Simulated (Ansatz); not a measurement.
## InAgSe2 in Ansatz, relaxation

The input file (Ansatz 0.2.0, plane waves):

```yaml
crystal:
  lattice:
    - [0.0, 6.148503, 0.0]
    - [6.148503, 0.0, 0.0]
    - [3.074251, 3.074251, -6.027567]
  atoms:
    - { symbol: Se, position: [0.375, 0.375, 0.75] }
    - { symbol: Se, position: [0.625, 0.125, 0.25] }
    - { symbol: Se, position: [0.875, 0.875, 0.75] }
    - { symbol: Se, position: [0.125, 0.625, 0.25] }
    - { symbol: In, position: [0.5, 0.5, 0.0] }
    - { symbol: In, position: [0.25, 0.75, 0.5] }
    - { symbol: Ag, position: [0.0, 0.0, 0.0] }
    - { symbol: Ag, position: [0.75, 0.25, 0.5] }
  symmetry: { tolerance: 0.0003 }
kpoints:
  mp_grid: { grid: [6, 6, 6], shift: [0, 0, 0] }
magnetization:
  spin_polarized: false
scf:
  occupations: { method: fermi_dirac }
  lower_state_search: "off"
hamiltonian:
  pseudopotentials: { kind: paw }
  xc: pbe
basis:
  ecutwfc: 420
  fft_grid_basis: typed
relax:
  max_steps: 80
  cell: { p_target: 0.0 }
output:
  forces: true
  stress: true
  eigenvalues: true
  bader: true
  populations: true
  elf: true
  write_potential: true
  volumetric_format: npy
  dos:
    e_range: [-12, 8]
    de: 0.05
    projected: { site_lists: { Ag: [Ag], In: [In], Se: [Se] } }
  write_density: true
checkpoint:
  read: saved_state
```

Launch command:

```bash
ansatz run input.yaml --threads 2 --pin off --max-ram 2560MiB --backend cpu --events-out ev --progress --plain --runs-dir out
```

Origin of the cell: a known structure type with other elements, at an estimated volume, so it need not be a known compound.

The smearing width isn't typed, so it takes its default of 0.1 eV.

The saved state is a converged single point of the same cell.

Steps («new basis» is an SCF on plane waves selected anew at the same cell):

```csv
step,ΔF (meV/atom),max force component (eV/Å),P (GPa),volume (Å³),SCF iterations,step was
1,0.0,0.124,0.67,227.87,6,accepted
2,-1.5,0.018,-0.13,232.36,6,accepted
3,-1.6,0.001,0.00,231.66,5,accepted
4,-1.7,0.001,-0.01,231.66,8,new basis
```

Before:

Space group I-42d (No. 122); the run's cell has a = 6.149 Å, b = 6.149 Å, c = 7.432 Å, α = 65.57°, β = 65.57°, γ = 90.00°. Shortest distances: Ag–Se 2.65 Å, In–Se 2.65 Å.

The relaxed structure.

Space group I-42d (No. 122); the run's cell has a = 6.188 Å, b = 6.188 Å, c = 7.467 Å, α = 65.52°, β = 65.52°, γ = 90.00°. Shortest distances: In–Se 2.65 Å, Ag–Se 2.67 Å.

```yaml
crystal:
  lattice:
    - [0.00000, 6.18753, 0.00000]
    - [6.18753, 0.00000, 0.00000]
    - [3.09377, 3.09377, -6.05075]
  atoms:
    - { symbol: Se, position: [0.37500, 0.37871, 0.75000] }
    - { symbol: Se, position: [0.62129, 0.12500, 0.25000] }
    - { symbol: Se, position: [0.87500, 0.87129, 0.75000] }
    - { symbol: Se, position: [0.12871, 0.62500, 0.25000] }
    - { symbol: In, position: [0.50000, 0.50000, 0.00000] }
    - { symbol: In, position: [0.25000, 0.75000, 0.50000] }
    - { symbol: Ag, position: [0.00000, 0.00000, 0.00000] }
    - { symbol: Ag, position: [0.75000, 0.25000, 0.50000] }
```

```
Free energy lowered by  : 1.7 meV/atom
Volume change           : 1.66 %
Final pressure          : -0.01 GPa
Relaxation steps listed : 4
```

Caveats: the relaxation held the start's symmetry, so the end may be a saddle point.

Time: 2.9 min on 2 threads of Arm Neoverse V1, on a shared host, peak memory 0.79 GiB, from a saved density.
